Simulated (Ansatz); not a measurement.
Crystal: CuO.

```
CELL_PARAMETERS angstrom
3.42205 0.00000 0.00000
0.00000 3.42205 0.00000
0.00000 0.00000 4.26046
ATOMIC_POSITIONS crystal
Cu 0.00000 0.50000 0.00000
Cu 0.50000 0.00000 0.50000
O 0.00000 0.00000 0.25000
O 0.00000 0.00000 0.75000
```

Measurements of this composition are mostly on another form, of space group No. 15.

| Property | Result |
| --- | --- |
| Program | Ansatz 0.2.0 |
| Task | relaxation of cell and atoms |
| Functional | PBE |
| Potentials or basis | Ansatz PAW |
| Cutoff | 420 eV (not typed: the program's choice for these potentials) |
| k mesh | 8 × 8 × 6 |
| Occupations | fermi-dirac, width 0.05 eV |
| Spin | no spin polarisation |

At the start: volume 12.47 Å³/atom.

Q: Where does the relaxation end?

A: It ends after 14 steps and the volume is 11.19 Å³/atom (-10.3 %); space group P4_2/mmc (No. 131, to 0.05 Å).

The path:
```csv
step,energy change (eV),largest force (eV/Å),volume (Å³)
1,0.0000,0.0000,49.89
2,-0.5391,0.0000,49.44
3,-1.0664,0.0000,46.39
4,-1.3075,0.0000,45.81
5,-1.3822,0.0000,44.17
6,-1.3822,0.0000,44.61
7,-1.3824,0.0000,44.59
8,-1.4617,0.0000,44.59
9,-1.4839,0.0000,44.69
10,-1.4865,0.0000,44.78
11,-1.4865,0.0000,44.76
12,-1.4885,0.0000,44.76
13,-1.4886,0.0000,44.76
14,-1.4885,0.0000,44.76
```

Final structure:
```xyz
4
Lattice="2.9461 0.0000 0.0000 0.0000 2.9461 0.0000 0.0000 0.0000 5.1566" Properties=species:S:1:pos:R:3 pbc="T T T"
Cu    0.0000    1.4731    0.0000
Cu    1.4731    0.0000    2.5783
O     0.0000    0.0000    1.2892
O     0.0000    0.0000    3.8675
```

Caveat: the plane-wave basis is chosen anew once the cell has moved, so the energies of steps on either side of that aren't comparable; the pressure holds a Pulay correction of +0.6 GPa for the finite cutoff; the run has no spin polarisation, though such a crystal can be magnetic.
